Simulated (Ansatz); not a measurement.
Runs of Ansatz 0.2.0 on MnS. It takes space group P6_3mc (No. 186, hexagonal). The conventional cell has a = 3.954 Å, b = 3.954 Å, c = 6.343 Å, α = 90.00°, β = 90.00°, γ = 120.00°. Mn (site symmetry 3m) has 4 S at 2.36 to 2.42 Å as nearest neighbours. Around S (site symmetry 3m) lie 4 Mn at 2.36 to 2.42 Å. The cell is a database's computed one.

```csv
spin,fixed moment (μB),pressure (GPa),moment (μB),largest force (eV/Å)
"collinear, ferromagnetic start",6.0,-14.3,6.00,0.05
"collinear, program default start",0.0,(b),0.00,0.10
"collinear, ferromagnetic start",4.0,-19.1,4.00,(c)
"collinear, ferromagnetic start",8.0,(a),8.00,0.11
"collinear, ferromagnetic start",16.0,30.5,16.00,0.16
```

Alike in all rows: task single point; level PBEsol; potentials or basis Ansatz PAW; cell as given; k mesh 7 × 7 × 4; cutoff (eV) 420; smearing fermi-dirac 0.05 eV.

Q: Estimate the missing entries.

A: (a) -8.0; (b) -23.2; (c) 0.03.

Caveats: the total moment is fixed, so each spin has its own Fermi level; the PAW data sets come from PBE, with cores solved anew for the run's functional, which leaves a small shift of forces and pressure; the thresholds are loose for stress; a pressure of tens of GPa on the cell as given is suspect, and the run, the potentials or the cell itself is likely at fault (some runs).
